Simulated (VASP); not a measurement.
# CdF2 (Fm-3m) in VASP: settings compared

The runs below take CdF2 through G0W0 quasiparticle levels, evGW0 quasiparticle levels, band structure, with PBE, LDA, r2SCAN.

All numbers are computed with VASP 6.6.1; they aren't measurements. Logs are shortened: lines on timing, memory, paths and dates and some standing lists are left out, and cuts for length are marked.

### 1 The crystal as given

Symmetry: Fm-3m, No. 225, cubic system. The conventional cell has a = 5.394 Å, b = 5.394 Å, c = 5.394 Å, α = 90.00°, β = 90.00°, γ = 90.00°. Cd (site symmetry m-3m) has 8 F at 2.34 Å as nearest neighbours. F (site symmetry -43m) has 4 Cd at 2.34 Å as nearest neighbours.

### 2 G0W0 quasiparticle levels, PBE

File POSCAR:

```
CdF2                                    
1.0
    0.0000000000      2.6969680788      2.6969680788
    2.6969680788      0.0000000000      2.6969680788
    2.6969680788      2.6969680788      0.0000000000
  Cd              F             
     1     2
Direct
     0.0000000000000000    0.0000000000000000    0.0000000000000000
     0.2500000000000000    0.2500000000000000    0.2500000000000000
     0.7500000000000000    0.7500000000000000    0.7500000000000000
```

File INCAR.step1:

```
PREC = Accurate ; ENCUT = 500
EDIFF = 1E-8 ; ISMEAR = 0
SIGMA = 0.01 ; LREAL = False
LASPH = True ; NELM = 80
ALGO = Normal ; LWAVE = True
LCHARG = False ; GGA = PE
KPAR = 4
```

File INCAR.step2:

```
PREC = Accurate ; ENCUT = 500
EDIFF = 1E-8 ; ISMEAR = 0
SIGMA = 0.01 ; LREAL = False
LASPH = True ; NELM = 1
ALGO = Exact ; LWAVE = True
LCHARG = False ; GGA = PE
KPAR = 4 ; NBANDS = 159
LOPTICS = True ; ISTART = 1
```

File INCAR.step3:

```
PREC = Accurate ; ENCUT = 500
EDIFF = 1E-8 ; ISMEAR = 0
SIGMA = 0.01 ; LREAL = False
LASPH = True ; ALGO = EVGW0
LWAVE = False ; LCHARG = False
GGA = PE ; KPAR = 4
NELMGW = 1 ; NBANDS = 159
ENCUTGW = 150 ; NOMEGA = 48
PRECFOCK = Fast ; ISTART = 1
NBANDSGW = 21
```

File KPOINTS:

```
Automatic mesh
0
Gamma
  6 6 6
```

Potentials or basis: VASP PAW PBE potentials, release 64 (Cd_GW, F_GW).

Command:

```sh
> cat potpaw_PBE.64/Cd_GW/POTCAR potpaw_PBE.64/F_GW/POTCAR > POTCAR
> cp INCAR.step1 INCAR
> mpirun -np 4 vasp_std > vasp.out
> cp INCAR.step2 INCAR
> mpirun -np 4 vasp_std > vasp.out
> cp INCAR.step3 INCAR
> mpirun -np 4 vasp_std > vasp.out
```

OUTCAR:

```text
PREC = Accurate
   ENCUT = 500
   EDIFF = 1E-8
   ISMEAR = 0
   LREAL = False
   LASPH = True
   GGA = PE
   NELMGW = 1
   ENCUTGW = 150
   PRECFOCK = Fast
   ISTART = 1

 ion  position               nearest neighbor table
   1  0.000  0.000  0.000-   3 2.34   2 2.34   3 2.34   2 2.34   3 2.34   3 2.34   2 2.34   2 2.34

   2  0.250  0.250  0.250-   1 2.34   1 2.34   1 2.34   1 2.34
   3  0.750  0.750  0.750-   1 2.34   1 2.34   1 2.34   1 2.34

  LATTYP: Found a face centered cubic cell.
 ALAT       =     5.3939361576

  Lattice vectors:

 A1 = (   0.0000000000,   2.6969680788,   2.6969680788)
 A2 = (   2.6969680788,   0.0000000000,   2.6969680788)
 A3 = (   2.6969680788,   2.6969680788,   0.0000000000)

Analysis of symmetry for initial positions (statically):
=====================================================================
 Subroutine PRICEL returns:
 Original cell was already a primitive cell.

 Routine SETGRP: Setting up the symmetry group for a
 face centered cubic supercell.

 Subroutine GETGRP returns: Found 48 space group operations
 (whereof 48 operations were pure point group operations)
 out of a pool of 48 trial point group operations.

The static configuration has the point symmetry O_h .

Analysis of symmetry for dynamics (positions and initial velocities):
=====================================================================
 Subroutine PRICEL returns:
 Original cell was already a primitive cell.

 Routine SETGRP: Setting up the symmetry group for a
 face centered cubic supercell.

 Subroutine GETGRP returns: Found 48 space group operations
 (whereof 48 operations were pure point group operations)
 out of a pool of 48 trial point group operations.

The dynamic configuration has the point symmetry O_h .

 Subroutine INISYM returns: Found 48 space group operations
 (whereof 48 operations are pure point group operations),
 and found     1 'primitive' translations

----------------------------------------------------------------------------------------

                                     Primitive cell

  volume of cell :      39.2335

  direct lattice vectors                    reciprocal lattice vectors
     0.000000000  2.696968079  2.696968079    -0.185393370  0.185393370  0.185393370
     2.696968079  0.000000000  2.696968079     0.185393370 -0.185393370  0.185393370
     2.696968079  2.696968079  0.000000000     0.185393370  0.185393370 -0.185393370

  length of vectors
     3.814088834  3.814088834  3.814088834     0.321110736  0.321110736  0.321110736

  position of ions in fractional coordinates (direct lattice)
     0.000000000  0.000000000  0.000000000
     0.250000000  0.250000000  0.250000000
     0.750000000  0.750000000  0.750000000

  ion indices of the primitive-cell ions
   primitive index   ion index
                 1           1
                 2           2
                 3           3

----------------------------------------------------------------------------------------

 KPOINTS: Automatic mesh

Automatic generation of k-mesh.
 Grid dimensions read from file:
 generate k-points for:    6    6    6

 Generating k-lattice:

  Cartesian coordinates                     Fractional coordinates (reciprocal lattice)
    -0.030898895  0.030898895  0.030898895     0.166666667  0.000000000  0.000000000
     0.030898895 -0.030898895  0.030898895     0.000000000  0.166666667  0.000000000
     0.030898895  0.030898895 -0.030898895     0.000000000  0.000000000  0.166666667

  Length of vectors
     0.053518456  0.053518456  0.053518456

  Shift w.r.t. Gamma in fractional coordinates (k-lattice)
     0.000000000  0.000000000  0.000000000

 Subroutine IBZKPT returns following result:
 ===========================================

 Found     16 irreducible k-points:

 Following reciprocal coordinates:
            Coordinates               Weight
  0.000000  0.000000  0.000000      1.000000
  0.166667  0.000000  0.000000      8.000000
  0.333333  0.000000  0.000000      8.000000
  0.500000  0.000000  0.000000      4.000000
  0.166667  0.166667  0.000000      6.000000
  0.333333  0.166667  0.000000     24.000000
[... 8 lines left out ...]
 -0.333333  0.333333  0.166667     24.000000
 -0.333333  0.500000  0.166667     12.000000
   k-points           NKPTS =     16   k-points in BZ     NKDIM =    216   number of bands    NBANDS=    159
   number of dos      NEDOS =    301   number of ions     NIONS =      3
   total plane-waves  NPLWV =  21952
   dimension x,y,z NGX =    28 NGY =   28 NGZ =   28
   dimension x,y,z NGXF=    56 NGYF=   56 NGZF=   56
   ions per type =               1   2
   NGX,Y,Z   is equivalent  to a cutoff of  12.20, 12.20, 12.20 a.u.
   NGXF,Y,Z  is equivalent  to a cutoff of  24.41, 24.41, 24.41 a.u.
 SYSTEM =  unknown system
   PREC   = accura    normal or accurate (medium, high low for compatibility)
   ISTART =      1    job   : 0-new  1-cont  2-samecut
   ICHARG =      0    charge: 1-file 2-atom 10-const
   ISPIN  =      1    spin polarized calculation?
   LNONCOLLINEAR =      F non collinear calculations
   LSORBIT =      F    spin-orbit coupling
   LASPH  =      T    aspherical Exc in radial PAW
   ENCUT  =  500.0 eV  36.75 Ry    6.06 a.u.   6.95  6.95  6.95*2*pi/ulx,y,z
   NELM   =     60;   NELMIN=  2; NELMDL=  0     # of ELM steps
   EDIFF  = 0.1E-07   stopping-criterion for ELM
   LREAL  =      F    real-space projection
   EDIFFG = 0.1E-06   stopping-criterion for IOM
   NSW    =      0    number of steps for IOM
   IBRION =     -1    ionic relax: 0-MD 1-quasi-New 2-CG
   NFREE  =      0    steps in history (QN), initial steepest desc. (CG)
   ISIF   =      0    stress and relaxation
   ISYM   =      3    0-nonsym 1-usesym 2-fastsym
   POTIM  = 0.5000    time-step for ionic-motion
   TEBEG  =    0.0;   TEEND  =   0.0 temperature during run
   PSTRESS=    0.0 pullay stress
   NELECT =      26.0000    total number of electrons
   NUPDOWN=      -1.0000    fix difference up-down
   EMIN   =  10.00;   EMAX   =-10.00  energy-range for DOS
   EFERMI =   0.00;   METHOD = LEGACY
   ISMEAR =     0;   SIGMA  =   0.01  broadening in eV -4-tet -1-fermi 0-gaus
   EFERMI_NEDOS =   21; number of points for ismear=-14 and -15
   IALGO  =     38    algorithm
   IMIX   =      4    mixing-type and parameters
     AMIX     =   0.40;   BMIX     =  1.00
     AMIX_MAG =   1.60;   BMIX_MAG =  1.00
  volume/ion in A,a.u.               =      13.08        88.25
  Fermi-wavevector in a.u.,A,eV,Ry     =   1.427294  2.697195 27.717360  2.037168
  Thomas-Fermi vector in A             =   2.547479
   LORBIT       =      0    0 simple, 1 ext, 2 COOP (PROOUT), +10 PAW based schemes
   GGA     = PE    functional components
   LHFCALC =     T    Hartree Fock is set to
   PRECFOCK=fast      Normal, Fast or Accurate (Low or Medium for compatibility)
   ENCUT4O =  -1.0   cutoff for four orbital integrals eV
   NKREDX  =     1    reduce k-point grid by
   NKREDY  =     1    reduce k-point grid by
   NKREDZ  =     1    reduce k-point grid by
   AEXX    =    1.0000 exact exchange contribution
   HFSCREEN=    0.0000 screening length (either q_TF or 0.3 A-1)
   HFSCREENC=   0.0000 screening length for correlation (either q_TF or 0.3 A-1)
   ENCUTFOCK=  -1.0 apply spherical cutoff to Coloumb kernel
   IVDW    =     0    specifies the selected vdW correction
   LEPSILON=     F    determine dielectric tensor
   LRPA    =     F    only Hartree local field effects (RPA)
   LRPAFORCE           =     F    calculate RPA forces
   ENCUTGW             = 150.0    cutoff for response function in eV
   ENCUTGWSOFT         = 120.0    soft cutoff for Coulomb kernel in GW response function in eV
   ENCUTLF             =  -1.0    cutoff for local field effects
   NELMGW              =     1    number of iterations in solving QP/BSE equation
   NELMHF              =     1    number of iterations in the inner HF iteration
   NKREDLFX            =     1    NKREDLFY  =   1   NKREDLFZ  =   1
 non-spin polarized calculation
 Gauss-broadening in eV      SIGMA  =   0.01
  energy-cutoff  :      500.00
  volume of cell :       39.23
 maximum number of plane-waves:      1018
  NGX = 16; NGY = 16; NGZ = 16
   NGX = 13   NGY = 13   NGZ = 13
 maximum number of plane-waves:       174

 QP shifts <psi_nk| G(iteration)W_0 |psi_nk>: iteration 1
 for sc-GW calculations column KS-energies equals QP-energies in previous step
 and V_xc(KS)=  KS-energies - (<T + V_ion + V_H > + <T+V_H+V_ion>^1  + <V_x>^1)

 k-point   1 :       0.0000    0.0000    0.0000
  band No.  KS-energies  QP-energies   sigma(KS)   V_xc(KS)     V^pw_x(r,r')   Z            occupation Imag(sigma)

      1     -20.0120     -22.8894     -26.3209     -22.1923     -36.2906       0.6969       2.0000       0.9375
      2     -18.9198     -21.8393     -27.7643     -23.5472     -37.5799       0.6923       2.0000       0.8061
      3      -4.8178      -7.5440     -19.8699     -16.2253     -24.7088       0.7480       2.0000       0.2274
      4      -4.8178      -7.5440     -19.8699     -16.2253     -24.7088       0.7480       2.0000       0.2274
      5      -4.8178      -7.5440     -19.8699     -16.2253     -24.7088       0.7480       2.0000       0.2274
      6      -3.6188      -6.8345     -19.5031     -15.4783     -23.3003       0.7990       2.0000       0.1263
[... 13 lines left out ...]
     20      20.6723      21.7182      -8.2464      -9.4830      -3.7546       0.8458       0.0000      -0.2156
     21      24.1916      25.9801     -11.2789     -13.4595      -6.1740       0.8202       0.0000      -0.5359

 k-point   2 :       0.1667    0.0000    0.0000
  band No.  KS-energies  QP-energies   sigma(KS)   V_xc(KS)     V^pw_x(r,r')   Z            occupation Imag(sigma)

      1     -19.9260     -22.7873     -26.4374     -22.2994     -36.3935       0.6915       2.0000       0.9180
      2     -18.9978     -21.8994     -27.6564     -23.4496     -37.4864       0.6897       2.0000       0.8070
      3      -4.7189      -7.4670     -19.8899     -16.2277     -24.6823       0.7504       2.0000       0.2210
      4      -4.7189      -7.4670     -19.8899     -16.2277     -24.6823       0.7504       2.0000       0.2210
      5      -4.5329      -7.2961     -19.9575     -16.2909     -24.6927       0.7536       2.0000       0.2111
      6      -3.6455      -6.8372     -19.5062     -15.4982     -23.3325       0.7963       2.0000       0.1288
[... 13 lines left out ...]
     20      20.0164      21.0942      -8.6651      -9.9441      -4.1652       0.8427       0.0000      -0.2525
     21      23.5600      24.8981      -8.7188     -10.2725      -3.7681       0.8612       0.0000      -0.5633
[... 308 lines left out ...]
      5      -3.7696      -6.6981     -19.6671     -15.8952     -23.8415       0.7764       2.0000       0.1573
      6      -3.6909      -6.7696     -19.8369     -15.9113     -23.9612       0.7843       2.0000       0.1550
[... 13 lines left out ...]
     20      22.2502      23.5692      -8.9122     -10.4783      -4.3106       0.8423       0.0000      -0.2861
     21      22.2669      23.5879      -8.8962     -10.4640      -4.2803       0.8425       0.0000      -0.2829

 k-point  16 :      -0.3333    0.5000    0.1667
  band No.  KS-energies  QP-energies   sigma(KS)   V_xc(KS)     V^pw_x(r,r')   Z            occupation Imag(sigma)

      1     -19.4861     -22.3357     -27.0617     -22.8794     -36.9553       0.6814       2.0000       0.8274
      2     -19.3554     -22.1960     -27.1878     -23.0217     -37.0840       0.6818       2.0000       0.8203
      3      -4.3783      -7.0306     -19.1711     -15.6647     -23.6523       0.7564       2.0000       0.1939
      4      -3.8644      -6.9084     -20.0231     -16.1061     -24.3329       0.7771       2.0000       0.1708
      5      -3.8040      -6.8264     -20.0394     -16.1484     -24.3515       0.7767       2.0000       0.1701
      6      -3.7352      -6.6602     -19.5978     -15.8389     -23.7285       0.7781       2.0000       0.1515
[... 13 lines left out ...]
     20      21.3123      22.6432      -9.3337     -10.9076      -4.7368       0.8456       0.0000      -0.3137
     21      21.8794      23.1339      -8.4530      -9.9402      -3.9457       0.8435       0.0000      -0.2103
```

It took 3.9 min on 4 MPI ranks of Intel Xeon 6975P-C (Granite Rapids), shared host; peak memory 0.94 GiB.

What came out:

* Band gap on the k mesh, mean-field level: 3.09 eV, indirect (least direct gap 3.57 eV)
* Quasiparticle gap: 5.35 eV
* Least direct quasiparticle gap: 6.19 eV

Levels at points of the mesh, in eV from the valence-band top:
```tsv
k point	band 10	band 11	band 12	band 13	band 14	band 15	band 16	band 17
(0.00, 0.00, 0.00)	-0.96	-0.47	-0.47	-0.47	3.09	12.70	12.70	12.70
(0.50, 0.00, 0.00)	-1.81	-1.81	-0.37	-0.37	7.18	9.16	14.49	14.49
(0.50, 0.50, 0.00)	-2.92	-0.49	-0.07	-0.07	8.01	9.67	11.96	14.27
```

Caveat: bands, screening cutoff and mesh are small and nothing is extrapolated, so the quasiparticle values aren't converged. A k mesh can miss the band edges.

### 3 EvGW0 quasiparticle levels, PBE

POSCAR is that of step 2.

INCAR.step1 is that of step 2.

INCAR.step2 is that of step 2.

Edit INCAR.step3 of step 2 so:

```diff
@@ -6,3 +6,3 @@
 GGA = PE ; KPAR = 4
-NELMGW = 1 ; NBANDS = 159
+NELMGW = 4 ; NBANDS = 159
 ENCUTGW = 150 ; NOMEGA = 48
```

KPOINTS is that of step 2.

Potentials or basis: VASP PAW PBE potentials, release 64 (Cd_GW, F_GW).

Command:

```sh
> cat potpaw_PBE.64/Cd_GW/POTCAR potpaw_PBE.64/F_GW/POTCAR > POTCAR
> cp INCAR.step1 INCAR
> mpirun -np 4 vasp_std > vasp.out
> cp INCAR.step2 INCAR
> mpirun -np 4 vasp_std > vasp.out
> cp INCAR.step3 INCAR
> mpirun -np 4 vasp_std > vasp.out
```

OUTCAR:

```text
PREC = Accurate
   ENCUT = 500
   EDIFF = 1E-8
   ISMEAR = 0
   LREAL = False
   LASPH = True
   GGA = PE
   NELMGW = 4
   ENCUTGW = 150
   PRECFOCK = Fast
   ISTART = 1

 ion  position               nearest neighbor table
   1  0.000  0.000  0.000-   3 2.34   2 2.34   3 2.34   2 2.34   3 2.34   3 2.34   2 2.34   2 2.34

   2  0.250  0.250  0.250-   1 2.34   1 2.34   1 2.34   1 2.34
   3  0.750  0.750  0.750-   1 2.34   1 2.34   1 2.34   1 2.34

  LATTYP: Found a face centered cubic cell.
 ALAT       =     5.3939361576

  Lattice vectors:

 A1 = (   0.0000000000,   2.6969680788,   2.6969680788)
 A2 = (   2.6969680788,   0.0000000000,   2.6969680788)
 A3 = (   2.6969680788,   2.6969680788,   0.0000000000)

Analysis of symmetry for initial positions (statically):
=====================================================================
 Subroutine PRICEL returns:
 Original cell was already a primitive cell.

[... 128 lines left out ...]
   EFERMI =   0.00;   METHOD = LEGACY
   ISMEAR =     0;   SIGMA  =   0.01  broadening in eV -4-tet -1-fermi 0-gaus
   EFERMI_NEDOS =   21; number of points for ismear=-14 and -15
   IALGO  =     38    algorithm
   IMIX   =      4    mixing-type and parameters
     AMIX     =   0.40;   BMIX     =  1.00
     AMIX_MAG =   1.60;   BMIX_MAG =  1.00
  volume/ion in A,a.u.               =      13.08        88.25
  Fermi-wavevector in a.u.,A,eV,Ry     =   1.427294  2.697195 27.717360  2.037168
  Thomas-Fermi vector in A             =   2.547479
   LORBIT       =      0    0 simple, 1 ext, 2 COOP (PROOUT), +10 PAW based schemes
   GGA     = PE    functional components
   LHFCALC =     T    Hartree Fock is set to
   PRECFOCK=fast      Normal, Fast or Accurate (Low or Medium for compatibility)
   ENCUT4O =  -1.0   cutoff for four orbital integrals eV
   NKREDX  =     1    reduce k-point grid by
   NKREDY  =     1    reduce k-point grid by
   NKREDZ  =     1    reduce k-point grid by
   AEXX    =    1.0000 exact exchange contribution
   HFSCREEN=    0.0000 screening length (either q_TF or 0.3 A-1)
   HFSCREENC=   0.0000 screening length for correlation (either q_TF or 0.3 A-1)
   ENCUTFOCK=  -1.0 apply spherical cutoff to Coloumb kernel
   IVDW    =     0    specifies the selected vdW correction
   LEPSILON=     F    determine dielectric tensor
   LRPA    =     F    only Hartree local field effects (RPA)
   LRPAFORCE           =     F    calculate RPA forces
   ENCUTGW             = 150.0    cutoff for response function in eV
   ENCUTGWSOFT         = 120.0    soft cutoff for Coulomb kernel in GW response function in eV
   ENCUTLF             =  -1.0    cutoff for local field effects
   NELMGW              =     4    number of iterations in solving QP/BSE equation
   NELMHF              =     1    number of iterations in the inner HF iteration
   NKREDLFX            =     1    NKREDLFY  =   1   NKREDLFZ  =   1
 non-spin polarized calculation
 Gauss-broadening in eV      SIGMA  =   0.01
  energy-cutoff  :      500.00
  volume of cell :       39.23
 maximum number of plane-waves:      1018
  NGX = 16; NGY = 16; NGZ = 16
   NGX = 13   NGY = 13   NGZ = 13
 maximum number of plane-waves:       174

 QP shifts <psi_nk| G(iteration)W_0 |psi_nk>: iteration 1
 for sc-GW calculations column KS-energies equals QP-energies in previous step
 and V_xc(KS)=  KS-energies - (<T + V_ion + V_H > + <T+V_H+V_ion>^1  + <V_x>^1)

 k-point   1 :       0.0000    0.0000    0.0000
  band No.  KS-energies  QP-energies   sigma(KS)   V_xc(KS)     V^pw_x(r,r')   Z            occupation Imag(sigma)

      1     -20.0120     -22.8894     -26.3209     -22.1923     -36.2906       0.6969       2.0000       0.9375
      2     -18.9198     -21.8393     -27.7643     -23.5472     -37.5799       0.6923       2.0000       0.8061
      3      -4.8178      -7.5440     -19.8699     -16.2253     -24.7088       0.7480       2.0000       0.2274
      4      -4.8178      -7.5440     -19.8699     -16.2253     -24.7088       0.7480       2.0000       0.2274
      5      -4.8178      -7.5440     -19.8699     -16.2253     -24.7088       0.7480       2.0000       0.2274
      6      -3.6188      -6.8345     -19.5031     -15.4783     -23.3003       0.7990       2.0000       0.1263
[... 1594 lines left out ...]
     20      22.7743      22.7747      -9.4451      32.2199      -4.7368       0.8431       0.0000      -0.3285
     21      23.2626      23.2633      -8.5562      31.8197      -3.9457       0.8390       0.0000      -0.2207
```

Wall time 12 min (4 MPI ranks of Intel Xeon 6975P-C (Granite Rapids), shared host); peak memory 0.94 GiB.

Results:

```
Band gap on the k mesh, mean-field level : 3.09 eV, indirect (least direct gap 3.57 eV)
Quasiparticle gap                        : 5.90 eV
Least direct quasiparticle gap           : 6.76 eV
```

Levels at points of the mesh, in eV from the valence-band top:
```csv
k point,band 10,band 11,band 12,band 13,band 14,band 15,band 16,band 17
"(0.00, 0.00, 0.00)",-0.96,-0.47,-0.47,-0.47,3.09,12.70,12.70,12.70
"(0.50, 0.00, 0.00)",-1.81,-1.81,-0.37,-0.37,7.18,9.16,14.49,14.49
"(0.50, 0.50, 0.00)",-2.92,-0.49,-0.07,-0.07,8.01,9.67,11.96,14.27
```

Quasiparticle gap after each update of the energies (eV): 5.35, 5.80, 5.88, 5.90

Caveat: bands, screening cutoff and mesh are small and nothing is extrapolated, so the quasiparticle values aren't converged. A k mesh can miss the band edges.

(Continued in part 2 of 3.)
